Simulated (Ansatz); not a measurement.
## SnSe: an elastic constant from a strain scan

The calculation used Ansatz, DFT r2SCAN, scalar-relativistic, plane waves, PAW. The runs took a 500 eV cutoff, a Γ-centred 6×6×4 mesh and Gaussian smearing (0.05 eV). No spin polarisation. Energies are free energies at this smearing, counted from the undisturbed cell; pressure is positive in compression.

The undisturbed cell (relaxed at this level; this form isn't the usual structure):

```yaml
crystal:
  lattice:
    - [4.28609, 0.00000, 0.00000]
    - [0.00000, 4.28609, 0.00000]
    - [0.00000, 0.00000, 10.98985]
  atoms:
    - { symbol: Sn, position: [0.50000, 0.00000, 0.37139] }
    - { symbol: Sn, position: [0.00000, 0.50000, 0.62861] }
    - { symbol: Se, position: [0.50000, 0.00000, 0.61509] }
    - { symbol: Se, position: [0.00000, 0.50000, 0.38491] }
```

The cell holds layers and no dispersion correction was added, so their binding is poorly described.

The cell is strained by ε times the Voigt pattern (0, 0, 0, 1, 0, 0) (xx, yy, zz, yz, xz, xy; engineering shear) with fractional coordinates fixed. The cell holds 4 atoms in V0 = 201.89 Å³. The stress column is τ = (1/V0) dE/dε, got from the stress tensor σ (compression positive) at each point as −det(1 + εP) σ : P(1 + εP)⁻¹, with P the pattern as a tensor.

```
      ε  ΔE (meV/atom)  τ (GPa)
-0.0600              ?        ?
-0.0300          1.120   -0.237
 0.0000          0.000    0.000
 0.0150          0.280    0.118
 0.0450          2.521    0.356
```

Problem. Which combination of elastic constants does this scan measure, and how large is it?

Solution. For small ε, τ = τ0 + Kε with K = pᵀCp, which for this pattern is C44 in the Cartesian frame shown. The parabola through τ at ε = -0.0300, 0 and 0.0150 has slope K = 7.9 GPa at zero. The energies per cell, E = NΔE, of the same two points give K = 2[E(ε₊)/ε₊ − E(ε₋)/ε₋]/[(ε₊ − ε₋)V0] = 7.9 GPa, in agreement. These are clamped-ion values.

Problem. Predict the withheld row at ε = -0.0600 from the harmonic law, and compare.

Solution. ΔE = V0(τ0 ε + Kε²/2)/N = 4.480 meV/atom and τ = -0.47 GPa. The calculation gives 4.484 meV/atom and -0.48 GPa, a miss of 0.01 meV/atom at most, so the harmonic law still holds here.

Forces appear on the atoms along this scan, and letting them relax would lower the energy and soften the response.